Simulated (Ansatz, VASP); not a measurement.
GaN in VASP and in Ansatz

```xyz
2
Lattice="3.0004 0.0000 0.0000 -1.5002 2.5984 0.0000 0.0000 0.0000 2.7011" Properties=species:S:1:pos:R:3 pbc="T T T"
Ga    1.5002    0.8661    1.3506
N     0.0000    0.0000    0.0000
```

The cell was built by a generator and needn't be a form met in nature.

Alike in both runs: task single point; functional PBE; k mesh 10 × 10 × 10; occupations fermi-dirac, width 0.05 eV; no spin polarisation.

```csv
,VASP,Ansatz
version,VASP 6.6.1,Ansatz 0.2.0
potentials or method,"VASP PAW PBE potentials, release 64 (Ga_d, N)",Ansatz PAW
plane-wave cutoff (eV),520,420
valence electrons in the cell,18,18
```

|  | VASP | Ansatz | Ansatz less VASP |
| --- | --- | --- | --- |
| gap on the k mesh at the Fermi level (eV) | none | none | - |
| pressure (GPa) | -2.6 | -3.3 | -0.62 |
| largest component of the traceless stress (GPa) | 0.93 | 1.03 | +0.098 |

A gap of «none» marks a metal or a gap that the smearing closes.

Caveats: the pressure holds a Pulay correction of +0.5 GPa for the finite cutoff (Ansatz).
